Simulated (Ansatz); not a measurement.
Below is a relaxed structure of SrO. The cell was found from a structure generator's guess, not taken from experiment.

All numbers below come from DFT PBE, scalar-relativistic, plane waves, PAW in Ansatz. Cutoff 420 eV, Γ-centred mesh, Gaussian smearing, no spin polarisation.

```xyz
4
Lattice="3.7979 -4.4644 0.0000 3.7979 4.4644 0.0000 0.0000 0.0000 3.7761" Properties=species:S:1:pos:R:3 pbc="T T T"
Sr    0.0000    0.0000    0.0000
Sr    3.7979    0.0000    1.8881
O     5.3557    0.0000    0.0000
O     2.2400    0.0000    0.0000
```

Energies over the elements count from the elements' standard structures at the same level (O₂ as a molecule), with no fitted energy shifts.

(1) Find its symmetry and describe it.

(2) What is its formation energy per atom?

(3) Is it a metal?

(4) From what recipe could a structure generator have reached it?

Answers

(1) Cmmm (No. 65). Conventional cell: a = 7.596 Å, b = 8.929 Å, c = 3.776 Å. Sr on its first site is surrounded by 2 O at 2.24 Å; Sr on its second site is surrounded by 4 O at 2.45 Å; O has 1 Sr at 2.24 Å and 2 Sr at 2.45 Å.

(2) −1.82 eV/atom. It lies below the elements, which doesn't yet make it stable against other compounds or structures.

(3) Yes, bands cross the Fermi level on the 8×8×12 mesh.

(4) One such recipe: ordered vacancies on the anion sites of rutile (Cmmm, No. 65). Other recipes can lead to the same cell.

The last run used an 8×8×12 mesh (in the run's order of axes) for its 4-atom cell and Gaussian smearing of 0.10 eV. A structure relaxed within its symmetry needn't be a true minimum.
